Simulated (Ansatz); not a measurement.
Wanted: the native input for an Ansatz 0.2.0 run.

```yaml
Task: band structure
Functional: PBE
Potentials_or_basis: Ansatz PAW
Cutoff: "420 eV (not typed: the program's choice for these potentials)"
k_mesh: 5 × 5 × 5
Occupations: fermi-dirac, width 0.05 eV
Spin: spin-orbit coupling, no magnetisation
Path: "[[\"G\", \"X\", \"M\", \"G\", \"Z\", \"R\", \"A\", \"Z\"], [\"X\", \"R\"], [\"M\", \"A\"]]"
Points_for_each_segment_of_the_path: 14
```

The system is SnO.

```
CELL_PARAMETERS angstrom
3.81370 0.00000 0.00000
0.00000 3.81370 0.00000
0.00000 0.00000 4.88691
ATOMIC_POSITIONS crystal
Sn 0.50000 0.00000 0.76463
Sn 0.00000 0.50000 0.23537
O 0.00000 0.00000 0.00000
O 0.50000 0.50000 0.00000
```

The cell is a database's computed one.

The input as run:

input.yaml

```yaml
crystal:
  lattice:
    - [3.81369522, 0.0, 0.0]
    - [0.0, 3.81369522, 0.0]
    - [0.0, 0.0, 4.8869133]
  atoms:
    - { symbol: Sn, position: [0.5, 0.0, 0.76462614] }
    - { symbol: Sn, position: [0.0, 0.5, 0.23537386] }
    - { symbol: O, position: [0.0, 0.0, 0.0] }
    - { symbol: O, position: [0.5, 0.5, 0.0] }
hamiltonian:
  xc: pbe
  pseudopotentials: { kind: paw_fr }
magnetization:
  noncollinear: true
  spin_orbit: true
kpoints:
  mp_grid: { grid: [5, 5, 5] }
  band_path:
    path:
      - [[0.0, 0.0, 0.0], [0.0, 0.5, 0.0], [0.5, 0.5, 0.0], [0.0, 0.0, 0.0], [0.0, 0.0, 0.5], [0.0, 0.5, 0.5], [0.5, 0.5, 0.5], [0.0, 0.0, 0.5]]
      - [[0.0, 0.5, 0.0], [0.0, 0.5, 0.5]]
      - [[0.5, 0.5, 0.0], [0.5, 0.5, 0.5]]
    npoints: 14
scf:
  occupations: { method: fermi_dirac, width: 0.05 }
  n_extra_bands: 10
output:
  forces: true
  stress: true
  eigenvalues: true
  fatbands: true
  write_density: true
  write_potential: true
  elf: true
  volumetric_format: npy
```

Potentials or basis: Ansatz PAW.

Launch:

```sh
$ ansatz run input.yaml --threads 2 --pin off --max-ram 5632MiB --backend cpu --events-out ev --progress --plain --runs-dir out
```

Results of the run:

- Pressure: 3.6 GPa
- Largest force: 0.368 eV/Å
- Band gap along the path: 0.14 eV, indirect (least direct gap 2.01 eV)

Caveat: the pressure holds a Pulay correction of +0.5 GPa for the finite cutoff.

Run time: 34 s on 2 threads of Intel(R) Xeon(R) Platinum 8488C (Sapphire Rapids), with other jobs on the host, peak memory 0.78 GiB.
